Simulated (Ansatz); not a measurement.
hcp against fcc along group 13

Method: DFT, PBE, plane waves (420 eV) with PAW, scalar-relativistic (Ansatz).

Each structure is relaxed within its symmetry, in the lowest magnetic state of the tried starts. Differences under about 8 meV lie within the error of the k-point mesh.

| element | E(hcp) − E(fcc) (meV/atom) | V(hcp) (Å³/atom) | V(fcc) (Å³/atom) | state of hcp | state of fcc |
| --- | --- | --- | --- | --- | --- |
| Al | 36 | 16.62 | 16.48 | spin not included | spin not included |
| Ga | 10 | 19.09 | 18.98 | spin not included | spin not included |
| In | 7 | 27.66 | 27.45 | spin not included | spin not included |
| Tl | -19 | 31.49 | 31.26 | spin not included | spin not included |
